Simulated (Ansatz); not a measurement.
Runs of Ansatz 0.2.0 on TaS2. The structure is trigonal, space group P-3m1 (No. 164). The conventional cell has a = 3.350 Å, b = 3.350 Å, c = 5.860 Å, α = 90.00°, β = 90.00°, γ = 120.00°. Around Ta (site symmetry -3m) lie 6 S at 2.43 Å. S (site symmetry 3m) is surrounded by 3 Ta at 2.43 Å. 

```csv
level,U,gap on the mesh (eV),pressure (GPa),largest force (eV/Å)
PBEsol+U,Ta d U = 6 eV,none,7.8,(a)
PBEsol,-,none,4.4,(c)
PBEsol+U,Ta d U = 2 eV,none,5.4,1.04
PBEsol+U,Ta d U = 8 eV,none,9.4,1.09
PBEsol+U,Ta d U = 4 eV,none,(b),1.08
```

Alike in all rows: task density of states; potentials or basis all-electron LAPW, scalar-relativistic; no spin polarisation; cell as given; k mesh 9 × 9 × 5; cutoff (eV) 258; smearing fermi-dirac 0.05 eV; basis error allowed 0.002 eV/atom.

Q: Fill in the values left out.

A: (a) 1.12; (b) 6.5; (c) 0.99.

Caveats: this functional lacks dispersion, which binds the layers, so the pressure and a relaxed spacing across them are unreliable; the density of states is complete only up to the lowest level of the last band computed; U is the effective U less J, on atomic orbitals that reach past the spheres (some runs); U without spin polarisation on a metal has little footing (some runs); forces of over 1 eV/Å show positions far from the minimum, so gaps and moduli don't describe the material at rest (some runs).

A k mesh can miss the band edges, and the runs leave out spin-orbit coupling on Ta.

A gap of «none» marks a metal or a gap under the smearing width.
